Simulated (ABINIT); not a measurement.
A run of ABINIT 10.8.3 (patched build):

The input run.abi:

```
# Pseudopotentials
pp_dirpath "./"
pseudos "Cu.upf, O.upf"

# Structure
acell 3*1.0 Angstrom
rprim
     2.3418496200    -1.7112997200     0.0000000000
     2.3418496200     1.7112997200     0.0000000000
    -0.8500298600     0.0000000000     5.0578691900
ntypat 2
znucl 29 8
natom 4
typat 1 1 2 2
xred
     0.0000000000     0.5000000000     0.0000000000
     0.5000000000     0.0000000000     0.5000000000
     0.5816000000     0.4184000000     0.2500000000
     0.4184000000     0.5816000000     0.7500000000
chkprim 0
chksymtnons 0
tolsym 1.0e-6

# Plane-wave basis
ecut 46.0

# k points
kptopt 1
ngkpt 8 8 4
nshiftk 1
shiftk 0.0 0.0 0.0

# Exchange and correlation
ixc 15

# Bands and occupations
nband 30
occopt 3
tsmear 0.05 eV

# SCF cycle
nstep 100
tolvrs 1.0e-10

# Output
iomode 3
prtwf 0
prtden 0
prteig 0
prtebands 0
enunit 2
```

Potentials or basis: PseudoDojo NC SR PBE v0.4.1 standard.

Command:

```console
$ abinit run.abi > log 2>&1
```

Hardware: 1 thread of AMD EPYC 7R43 64-Core Processor (Zen 3), with other jobs on the host.

**Question.** How long does it take, and how much memory?

**Answer.** Run time: 6.6 min on 1 thread of AMD EPYC 7R43 64-Core Processor (Zen 3), on a shared host, peak memory 0.21 GiB. Counts: scf iterations 14, mpi ranks 1, k points 78, bands 30, plane waves 4097.
